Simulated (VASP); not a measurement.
# PbSe (Pm-3m) in VASP: notebook

One crystal, PbSe, is run at these levels: PBEsol; tasks: single point.

Everything below comes from runs of VASP 6.6.1. Logs are shortened: lines on timing, memory, paths and dates and some standing lists are left out, and cuts for length are marked.

**1. The crystal as given**

The structure is cubic, space group Pm-3m (No. 221). Conventional cell: a = 3.784 Å, b = 3.784 Å, c = 3.784 Å, α = 90.00°, β = 90.00°, γ = 90.00°. Pb (site symmetry m-3m) is surrounded by 8 Se at 3.28 Å. Se (site symmetry m-3m) has 8 Pb at 3.28 Å as nearest neighbours.

Measurements of this composition are mostly on another form, of space group No. 225.

**2. Single point, PBEsol**

The input, INCAR:

```
SYSTEM = PbSe
  ADDGRID = .False.
  ALGO = Normal
  EDIFF = 1E-6
  ENCUT = 460
  GGA = PS
  ISIF = 2
  ISMEAR = 0
  LASPH = .True.
  LCHARG = .False.
  LREAL = .False.
  LWAVE = .False.
  NELM = 100
  PREC = Accurate
  SIGMA = 0.05
```

The input, KPOINTS:

```
k-points
0
Gamma
  9 9 9
  0 0 0
```

The input, POSCAR:

```
PbSe
1.0
    3.7843220000      0.0000000000      0.0000000000
    0.0000000000      3.7843220000      0.0000000000
    0.0000000000      0.0000000000      3.7843220000
Pb Se
1 1
Direct
    0.0000000000      0.0000000000      0.0000000000
    0.5000000000      0.5000000000      0.5000000000
```

Potentials or basis: VASP PAW PBE potentials, release 64 (Pb_d, Se).

Command:

```sh
$ cat potpaw_PBE.64/Pb_d/POTCAR potpaw_PBE.64/Se/POTCAR > POTCAR
$ mpirun -np 1 vasp_std > vasp.out
```

OUTCAR:

```text
SYSTEM = PbSe
   EDIFF = 1E-6
   ENCUT = 460
   GGA = PS
   ISIF = 2
   ISMEAR = 0
   LASPH = .True.
   LREAL = .False.
   NELM = 100
   PREC = Accurate

 Found     35 irreducible k-points:

 Following reciprocal coordinates:
            Coordinates               Weight
  0.000000  0.000000  0.000000      1.000000
  0.111111  0.000000  0.000000      6.000000
  0.222222  0.000000  0.000000      6.000000
  0.333333  0.000000  0.000000      6.000000
  0.444444  0.000000  0.000000      6.000000
  0.111111  0.111111  0.000000     12.000000
   k-points           NKPTS =     35   k-points in BZ     NKDIM =     35   number of bands    NBANDS=     14
   number of dos      NEDOS =    301   number of ions     NIONS =      2
   total plane-waves  NPLWV =  21952
   dimension x,y,z NGX =    28 NGY =   28 NGZ =   28
   dimension x,y,z NGXF=    56 NGYF=   56 NGZF=   56
   ions per type =               1   1
   NGX,Y,Z   is equivalent  to a cutoff of  12.30, 12.30, 12.30 a.u.
   NGXF,Y,Z  is equivalent  to a cutoff of  24.60, 24.60, 24.60 a.u.
 SYSTEM =  PbSe
   PREC   = accura    normal or accurate (medium, high low for compatibility)
   ISTART =      0    job   : 0-new  1-cont  2-samecut
   ICHARG =      2    charge: 1-file 2-atom 10-const
   ISPIN  =      1    spin polarized calculation?
   LNONCOLLINEAR =      F non collinear calculations
   LSORBIT =      F    spin-orbit coupling
   LASPH  =      T    aspherical Exc in radial PAW
   ENCUT  =  460.0 eV  33.81 Ry    5.81 a.u.   6.62  6.62  6.62*2*pi/ulx,y,z
   NELM   =    100;   NELMIN=  2; NELMDL= -5     # of ELM steps
   EDIFF  = 0.1E-05   stopping-criterion for ELM
   LREAL  =      F    real-space projection
   EDIFFG = 0.1E-04   stopping-criterion for IOM
   NSW    =      0    number of steps for IOM
   IBRION =     -1    ionic relax: 0-MD 1-quasi-New 2-CG
   NFREE  =      0    steps in history (QN), initial steepest desc. (CG)
   ISIF   =      2    stress and relaxation
   ISYM   =      2    0-nonsym 1-usesym 2-fastsym
   POTIM  = 0.5000    time-step for ionic-motion
   TEBEG  =    0.0;   TEEND  =   0.0 temperature during run
   PSTRESS=    0.0 pullay stress
   NELECT =      20.0000    total number of electrons
   NUPDOWN=      -1.0000    fix difference up-down
   EMIN   =  10.00;   EMAX   =-10.00  energy-range for DOS
   EFERMI =   0.00;   METHOD = LEGACY
   ISMEAR =     0;   SIGMA  =   0.05  broadening in eV -4-tet -1-fermi 0-gaus
   EFERMI_NEDOS =   21; number of points for ismear=-14 and -15
   IALGO  =     38    algorithm
   IMIX   =      4    mixing-type and parameters
     AMIX     =   0.40;   BMIX     =  1.00
     AMIX_MAG =   1.60;   BMIX_MAG =  1.00
  volume/ion in A,a.u.               =      27.10       182.87
  Fermi-wavevector in a.u.,A,eV,Ry     =   1.174258  2.219025 18.760817  1.378881
  Thomas-Fermi vector in A             =   2.310658
   LORBIT       =      0    0 simple, 1 ext, 2 COOP (PROOUT), +10 PAW based schemes
   GGA     = PS    functional components
   LHFCALC =     F    Hartree Fock is set to
   AEXX    =    0.0000 exact exchange contribution
   IVDW    =     0    specifies the selected vdW correction
   LEPSILON=     F    determine dielectric tensor
   LRPA    =     F    only Hartree local field effects (RPA)
 non-spin polarized calculation
 Gauss-broadening in eV      SIGMA  =   0.05
  energy-cutoff  :      460.00
  volume of cell :       54.20
 maximum number of plane-waves:      1236
 NGX is ok and might be reduce to    28
   NGX = 13   NGY = 13   NGZ = 13

 number of electron      20.0000009 magnetization

 Free energy of the ion-electron system (eV)
  ---------------------------------------------------
  ext. energy  EPLUGINS =         0.00000000
  ---------------------------------------------------
  free energy    TOTEN  =        -8.47170289 eV

  energy without entropy =       -8.47003071  energy(sigma->0) =       -8.47086680

 E-fermi :   5.1883     XC(G=0): -10.1196

 val. band max:        5.1703830777   @ k =   0.2222   0.1111   0.1111
 cond. band min:       5.1940422566   @ k =   0.4444   0.4444   0.0000
 fundamental gap:      0.0236591789
 Fermi energy:         5.1883302981

 k-point     1 :       0.0000    0.0000    0.0000
  band No.  band energies     occupation
      1     -11.6748      2.00000
      2     -11.6748      2.00000
      3     -11.5235      2.00000
      4     -11.5235      2.00000
      5     -11.5235      2.00000
      6      -8.0152      2.00000
      7      -1.8998      2.00000
      8       3.7065      2.00000
      9       3.7065      2.00000
     10       3.7065      2.00000
     11      10.2362      0.00000
     12      10.2362      0.00000
     13      11.2253      0.00000
     14      11.2253      0.00000

 k-point     2 :       0.1111    0.0000    0.0000
  band No.  band energies     occupation
      1     -11.6740      2.00000
      2     -11.6611      2.00000
      3     -11.5285      2.00000
      4     -11.5285      2.00000
      5     -11.5230      2.00000
      6      -7.9240      2.00000
      7      -2.0823      2.00000
      8       3.6333      2.00000
      9       3.8136      2.00000
     10       3.8136      2.00000
     11       9.9049      0.00000
     12      10.3321      0.00000
     13      10.9267      0.00000
     14      10.9267      0.00000

 k-point     3 :       0.2222    0.0000    0.0000
  band No.  band energies     occupation
      1     -11.6719      2.00000
      2     -11.6264      2.00000
      3     -11.5413      2.00000
      4     -11.5413      2.00000
      5     -11.5219      2.00000
      6      -7.6660      2.00000
      7      -2.5843      2.00000
      8       3.6205      2.00000
      9       4.1151      2.00000
     10       4.1151      2.00000
     11       8.4864      0.00000
     12      10.1672      0.00000
     13      10.1672      0.00000
     14      10.6149      0.00000

 k-point     4 :       0.3333    0.0000    0.0000
  band No.  band energies     occupation
      1     -11.6696      2.00000
      2     -11.5872      2.00000
      3     -11.5558      2.00000
      4     -11.5558      2.00000
      5     -11.5206      2.00000
      6      -7.3032      2.00000
      7      -3.2344      2.00000
      8       3.9194      2.00000
      9       4.5367      2.00000
     10       4.5367      2.00000
     11       6.9592      0.00000
     12       9.2764      0.00000
     13       9.2764      0.00000
     14      11.0586      0.00000

 k-point     5 :       0.4444    0.0000    0.0000
  band No.  band energies     occupation
      1     -11.6681      2.00000
      2     -11.5652      2.00000
      3     -11.5652      2.00000
      4     -11.5617      2.00000
      5     -11.5197      2.00000
      6      -6.9970      2.00000
      7      -3.7284      2.00000
      8       4.5806      2.00000
      9       4.8921      2.00000
     10       4.8921      2.00000
     11       5.6477      0.00000
     12       8.6419      0.00000
     13       8.6419      0.00000
     14      11.5294      0.00000

 k-point     6 :       0.1111    0.1111    0.0000
  band No.  band energies     occupation
      1     -11.6668      2.00000
      2     -11.6536      2.00000
      3     -11.5344      2.00000
      4     -11.5285      2.00000
      5     -11.5275      2.00000
      6      -7.8337      2.00000
      7      -2.2159      2.00000
      8       3.2078      2.00000
      9       3.9160      2.00000
     10       4.2303      2.00000
     11       9.3440      0.00000
     12      10.2481      0.00000
     13      10.7048      0.00000
     14      10.8814      0.00000

 [... further k-points ...]

------------------------ aborting loop because EDIFF is reached ----------------------------------------

  FORCE on cell =-STRESS in cart. coord.  units (eV):
  Direction    XX          YY          ZZ          XY          YZ          ZX
  --------------------------------------------------------------------------------------
  -------------------------------------------------------------------------------------
  Total       -0.9822615     -0.9822615     -0.9822615     -0.0000000     -0.0000000     -0.0000000
  in kB      -29.0384528    -29.0384528    -29.0384528     -0.0000000     -0.0000000     -0.0000000
  external PRESSURE =     -29.0384528 kB  Pullay stress =       0.0000000 kB

 VOLUME and BASIS-vectors are now :
 -----------------------------------------------------------------------------
  energy-cutoff  :      460.00
  volume of cell :       54.20
      direct lattice vectors                 reciprocal lattice vectors
     3.784322000  0.000000000  0.000000000     0.264248127  0.000000000  0.000000000
     0.000000000  3.784322000  0.000000000     0.000000000  0.264248127  0.000000000
     0.000000000  0.000000000  3.784322000     0.000000000  0.000000000  0.264248127

 POSITION                                       TOTAL-FORCE (eV/Angst)
 -----------------------------------------------------------------------------------
      0.00000      0.00000      0.00000         0.000000      0.000000      0.000000
      1.89216      1.89216      1.89216         0.000000      0.000000      0.000000
 -----------------------------------------------------------------------------------
    total drift:                               -0.000000      0.000000     -0.000000

  FREE ENERGIE OF THE ION-ELECTRON SYSTEM (eV)
  ---------------------------------------------------
  free  energy   TOTEN  =        -8.4717028946 eV

  energy  without entropy=       -8.4700307093  energy(sigma->0) =       -8.47086680
```

Run time: 25 s. Hardware: 1 thread of Intel Xeon Platinum 8488C (Sapphire Rapids), shared host; peak memory 0.16 GiB.

These settings aren't checked as converged: the numbers below hold their error.

What came out:

- Free energy: -8.4717 eV
- Pressure: -2.9 GPa
- Band gap on the k mesh: none (metal or under the smearing width)

Caveat: the PAW data sets were made with another functional, which shifts forces and pressure a little.

**3. Single point, PBEsol**

INCAR is that of step 2.

KPOINTS is that of step 2.

The input, POSCAR:

```
PbSe
1.0
    3.7843220000      0.0000000000      0.0000000000
    0.0000000000      3.7843220000      0.0000000000
    0.0000000000      0.0000000000      3.7843220000
Pb Se
1 1
Direct
    0.0499830000      0.0304240000      0.0268320000
    0.4857650000      0.4915870000      0.4882140000
```

Potentials or basis: VASP PAW PBE potentials, release 64 (Pb_d, Se).

Command:

```sh
$ cat potpaw_PBE.64/Pb_d/POTCAR potpaw_PBE.64/Se/POTCAR > POTCAR
$ mpirun -np 1 vasp_std > vasp.out
```

OUTCAR:

```text
SYSTEM = PbSe
   EDIFF = 1E-6
   ENCUT = 460
   GGA = PS
   ISIF = 2
   ISMEAR = 0
   LASPH = .True.
   LREAL = .False.
   NELM = 100
   PREC = Accurate

 Found    365 irreducible k-points:

 Following reciprocal coordinates:
            Coordinates               Weight
  0.000000  0.000000  0.000000      1.000000
  0.111111  0.000000  0.000000      2.000000
  0.000000  0.111111  0.000000      2.000000
  0.000000  0.000000  0.111111      2.000000
  0.222222  0.000000  0.000000      2.000000
  0.000000  0.222222  0.000000      2.000000
   k-points           NKPTS =    365   k-points in BZ     NKDIM =    365   number of bands    NBANDS=     14
   number of dos      NEDOS =    301   number of ions     NIONS =      2
   total plane-waves  NPLWV =  21952
   dimension x,y,z NGX =    28 NGY =   28 NGZ =   28
   dimension x,y,z NGXF=    56 NGYF=   56 NGZF=   56
   ions per type =               1   1
   NGX,Y,Z   is equivalent  to a cutoff of  12.30, 12.30, 12.30 a.u.
   NGXF,Y,Z  is equivalent  to a cutoff of  24.60, 24.60, 24.60 a.u.
 SYSTEM =  PbSe
   PREC   = accura    normal or accurate (medium, high low for compatibility)
   ISTART =      0    job   : 0-new  1-cont  2-samecut
   ICHARG =      2    charge: 1-file 2-atom 10-const
   ISPIN  =      1    spin polarized calculation?
   LNONCOLLINEAR =      F non collinear calculations
   LSORBIT =      F    spin-orbit coupling
   LASPH  =      T    aspherical Exc in radial PAW
[... 71 lines left out ...]
     12       9.7578      0.00000
     13      11.4482      0.00000
     14      11.7744      0.00000
[... 71 lines left out ...]
      1     -11.6182      2.00000
      2     -11.5688      2.00000
      3     -11.4916      2.00000
      4     -11.4855      2.00000
      5     -11.4692      2.00000
      6      -7.7684      2.00000
      7      -2.5220      2.00000
      8       3.5428      2.00000
      9       4.0483      2.00000
     10       4.1467      2.00000
     11       8.5206      0.00000
     12       9.5056      0.00000
     13      10.3035      0.00000
     14      11.3458      0.00000

 [... further k-points ...]

------------------------ aborting loop because EDIFF is reached ----------------------------------------

  FORCE on cell =-STRESS in cart. coord.  units (eV):
  Direction    XX          YY          ZZ          XY          YZ          ZX
  --------------------------------------------------------------------------------------
  -------------------------------------------------------------------------------------
  Total       -0.5231733     -0.6547124     -0.6554062      0.1467744      0.1040518      0.1459992
  in kB      -15.4664958    -19.3551654    -19.3756771      4.3390686      3.0760690      4.3161541
  external PRESSURE =     -18.0657794 kB  Pullay stress =       0.0000000 kB

 VOLUME and BASIS-vectors are now :
 -----------------------------------------------------------------------------
  energy-cutoff  :      460.00
  volume of cell :       54.20
      direct lattice vectors                 reciprocal lattice vectors
     3.784322000  0.000000000  0.000000000     0.264248127  0.000000000  0.000000000
     0.000000000  3.784322000  0.000000000     0.000000000  0.264248127  0.000000000
     0.000000000  0.000000000  3.784322000     0.000000000  0.000000000  0.264248127

 POSITION                                       TOTAL-FORCE (eV/Angst)
 -----------------------------------------------------------------------------------
      0.18915      0.11513      0.10154         0.107738      0.081564      0.081185
      1.83829      1.86032      1.84756        -0.107738     -0.081564     -0.081185
 -----------------------------------------------------------------------------------
    total drift:                               -0.000824     -0.000398     -0.000388

  FREE ENERGIE OF THE ION-ELECTRON SYSTEM (eV)
  ---------------------------------------------------
  free  energy   TOTEN  =        -8.5119393171 eV

  energy  without entropy=       -8.5103016532  energy(sigma->0) =       -8.51112049
```

It took 3 min on 1 thread of Intel Xeon Platinum 8488C (Sapphire Rapids), shared host; peak memory 0.36 GiB.

The run converged, but some of its settings lie outside the range that counts as converged, so its numbers aren't taken as properties of the crystal.

Results:

```yaml
Free_energy: -8.5119 eV
Pressure: -1.8 GPa
Largest_force: 0.158 eV/Å
Band_gap_on_the_k_mesh: none (metal or under the smearing width)
```

Caveat: the PAW data sets were made with another functional, which shifts forces and pressure a little.

**4. Single point, PBEsol**

INCAR: that of step 3 with these lines changed.

```diff
@@ -4,3 +4,3 @@
   EDIFF = 1E-6
-  ENCUT = 460
+  ENCUT = 520
   GGA = PS
```

KPOINTS is that of step 3.

The input, POSCAR:

```
PbSe
1.0
    3.7843220000      0.0000000000      0.0000000000
    0.0000000000      3.7843220000      0.0000000000
    0.0000000000      0.0000000000      3.7843220000
Pb Se
1 1
Direct
    0.0000000000      0.0000000000      0.0000000000
    0.5000000000      0.5000000000      0.5000000000
```

Command:

```sh
$ cat potpaw_PBE.64/Pb_d/POTCAR potpaw_PBE.64/Se/POTCAR > POTCAR
$ mpirun -np 1 vasp_std > vasp.out
```

Wall time 19 s (1 thread of Intel Xeon Platinum 8488C (Sapphire Rapids), shared host); peak memory 0.17 GiB.

These settings aren't checked as converged: the numbers below hold their error.

Results:

```
Free energy            : -8.4717 eV
Pressure               : -2.9 GPa
Band gap on the k mesh : none (metal or under the smearing width)
```

Caveat: the PAW data sets were made with another functional, which shifts forces and pressure a little.

**5. The reference run**

An earlier run on the cell as given: functional PBE; potentials or basis VASP PAW PBE potentials, release 64 (Pb_d, Se); cutoff 520 eV; k mesh 7 × 7 × 7; occupations fermi-dirac, width 0.05 eV; no spin polarisation.

* Pressure: -0.2 GPa
* Band gap on the k mesh: none (metal or under the smearing width)
